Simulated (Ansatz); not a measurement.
# LiH under changes of volume

One of the cells (8.449 Å³/atom); the others are scaled copies at fixed shape and fractional positions:

```xyz
2
Lattice="0.0000 2.0368 2.0368 2.0368 0.0000 2.0368 2.0368 2.0368 0.0000" Properties=species:S:1:pos:R:3 pbc="T T T"
Li    0.0000    0.0000    0.0000
H     2.0368    2.0368    2.0368
```

```yaml
Program: Ansatz 0.2.0
Functional: exchange-only PBE
Potentials_or_basis: Ansatz PAW earlier set
Cutoff: "800 eV (not typed: the program's choice for these potentials)"
k_mesh: 11 × 11 × 11
Occupations: fixed
Spin: no spin polarisation
```

```csv
volume (Å³/atom),energy over the lowest point (meV/atom),pressure (GPa),gap on the mesh (eV)
7.942,18.82,5.4,3.69
8.111,13.61,4.5,3.70
8.280,9.32,3.7,3.70
8.449,5.88,2.9,3.71
8.618,3.22,2.2,3.71
8.787,?,?,?
8.956,0.00,0.9,3.72
```

What does the run at 8.787 Å³/atom give?

Energy over the lowest point 1.28 meV/atom; pressure 1.5 GPa; gap on the mesh 3.72 eV.

Worked out: A Birch-Murnaghan fit of order 3 (a polynomial in V^(-2/3)) to the other rows has no minimum within the range. It gives 1.28 meV/atom at 8.787 Å³/atom, against the run's 1.28, and -dE/dV = 1.5 GPa, against 1.5. A straight line through the other rows of the gap, of slope 0.236 eV per unit of ln V (its deformation potential), gives 3.72 eV, against the run's 3.72.

Energies are extrapolated to zero smearing.

Caveats: the potentials were made for another functional, which shifts forces and pressure; odd divisions of the mesh miss points on the zone boundary, where band edges often lie, so the gap on the mesh can be too wide.

A mesh can miss the band edges.
